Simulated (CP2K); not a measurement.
InAs:

```xyz
2
Lattice="4.0691 0.0000 0.0000 2.0346 3.5240 0.0000 2.0346 1.1747 3.3224" Properties=species:S:1:pos:R:3 pbc="T T T"
In    4.0691    2.3493    1.6612
As    0.0000    0.0000    0.0000
```

Measurements of this composition are mostly on another form, of space group No. 216.

Base run:

```yaml
Program: CP2K 2026.2
Functional: PBE
Dispersion: D3(BJ)
Potentials_or_basis: POTENTIAL_UZH In GTH-PBE-q13, As GTH-PBE-q5; TZVP-MOLOPT-PBE-GTH basis
Density_cutoff: 6123 eV
k_mesh: 8 × 8 × 8
Occupations: fermi-dirac, width 0.05 eV
Spin: no spin polarisation
```

Its results: band gap on the k mesh none (metal or under the smearing width); pressure -2.2 GPa.

Q: The run is repeated on the same cell with these changes: dispersion from D3(BJ) to none. What comes out?

A: Band gap on the k mesh none (metal or under the smearing width); pressure 0.4 GPa.

Dispersion adds attraction, which lowers the pressure at fixed volume and, as a term added to the energy, leaves the levels alone.

Caveats: the basis of atomic orbitals isn't converged, which shifts pressures, moduli and gaps; pairwise dispersion overbinds metals, which lowers pressure and volume (some runs).
